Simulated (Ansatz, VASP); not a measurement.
# BN: VASP beside Ansatz

The input INCAR:

```
PREC = Accurate ; ENCUT = 520
EDIFF = 1E-6 ; ISMEAR = 0
SIGMA = 0.02 ; LREAL = False
LASPH = True ; NELM = 100
ALGO = Normal ; ISIF = 2
LWAVE = False ; LCHARG = False
GGA = PE ; NBANDS = 11
```

File KPOINTS:

```
regular mesh
0
Gamma
  12 12 12
```

POSCAR

```
BN
1.0
    0.0000000000      1.8130010000      1.8130010000
    1.8130010000      0.0000000000      1.8130010000
    1.8130010000      1.8130010000      0.0000000000
B N
1 1
Direct
    0.0000000000      0.0000000000      0.0000000000
    0.7500000000      0.7500000000      0.7500000000
```

Input for Ansatz:

```yaml
crystal:
  lattice:
    - [0.0, 1.813001, 1.813001]
    - [1.813001, 0.0, 1.813001]
    - [1.813001, 1.813001, 0.0]
  atoms:
    - { symbol: B, position: [0.0, 0.0, 0.0] }
    - { symbol: "N", position: [0.75, 0.75, 0.75] }
basis:
  ecutwfc: 420
kpoints:
  mp_grid: { grid: [12, 12, 12] }
hamiltonian:
  xc: pbe
scf:
  occupations: { method: gaussian, width: 0.02 }
output:
  forces: true
  stress: true
  eigenvalues: true
  populations: true
```

Alike in both runs: task single point; functional PBE; k mesh 12 × 12 × 12; occupations gaussian, width 0.02 eV; no spin polarisation.

```csv
,VASP,Ansatz
version,VASP 6.6.1,Ansatz 0.2.0
potentials or method,"VASP PAW PBE potentials, release 64 (B, N)","scalar-relativistic, plane waves, PAW"
plane-wave cutoff (eV),520,420
valence electrons in the cell,8,8
```

```csv
,VASP,Ansatz,Ansatz less VASP
gap on the k mesh at the Fermi level (eV),4.45,4.46,+0.012
least direct gap on the mesh (eV),8.78,8.79,+0.011
pressure (GPa),-0.2,-0.4,-0.25
```

A k mesh can miss the band edges.
